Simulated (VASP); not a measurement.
# Settings for BN: self-consistent run

BN, F-43m (no. 216), 2 atoms in the cell. RPBE; PAW potentials N, B (PBE set). VASP 6.6.1.

Wanted: energy within 0.2 meV/atom; levels at the zone centre within 0.003 eV.

What the run is for: comparing ways to start; Accuracy asked: tight.

Levels at the zone centre: counted from the valence top at that point.

POSCAR:
```
BN
1.0
    0.0000000000      1.8130010000      1.8130010000
    1.8130010000      0.0000000000      1.8130010000
    1.8130010000      1.8130010000      0.0000000000
N B
1 1
Direct
    0.2500000000      0.2500000000      0.2500000000
    0.0000000000      0.0000000000      0.0000000000
```

## How the run starts (with a second run first, the time holds both)

| How the run starts (with a second run first, the time holds both) | Energy less reference (meV/atom) | Levels at the zone centre, largest deviation (eV) | Time (s) |
|---|---|---|---|
| from scratch: 12 SCF iterations | 0.00 | 0.0000 | 4.7 |
| orbitals of a nearby geometry (ISTART 1): 12 + 8 SCF iterations | 0.00 | 0.0001 | 19 |
| orbitals and density of a nearby geometry: 12 + 9 SCF iterations | 0.00 | 0.0001 | 18 |
| density of a nearby geometry (ICHARG 1): 12 + 13 SCF iterations | 0.00 | 0.0001 | 22 |
| orbitals in the old basis (ISTART 2), symmetry off: 12 + 8 SCF iterations | -0.15 | 0.0003 | 66 |

Chosen: from scratch: 12 SCF iterations; no other choice that stays within half of the tolerance saves 30 % of the time.

The chosen settings are those of the reference run.

Values of the reference run: Levels at the zone centre: 0, 0, 8.832 eV from the valence top at Gamma.

## The input

INCAR:
```
SYSTEM = BN
ALGO = Normal
EDIFF = 1E-6
EFERMI = MIDGAP
ENCUT = 520
GGA = RP
GGA_COMPAT = .FALSE.
ISIF = 2
ISMEAR = 0
LASPH = .TRUE.
LCHARG = .FALSE.
LREAL = .FALSE.
LWAVE = .FALSE.
NELM = 120
PREC = Accurate
SIGMA = 0.03
```

KPOINTS:
```
k-points
0
Gamma
  11 11 11
```

Commands:
```
cat potpaw_PBE.64/N/POTCAR potpaw_PBE.64/B/POTCAR > POTCAR
mpirun -np 1 vasp_std > vasp.out
```

The chosen input took VASP 6.6.1 4.7 s on 1 core (Intel Xeon 6975P-C (Granite Rapids)), a shared host.

## An input that fails: restart asked without its files

VASP's message: ERROR: charge density could not be read from file CHGCAR for ICHARG>10.

Changes against the starting input:
```
- NELM = 120
+ NELM = 60
+ ICHARG = 11
```
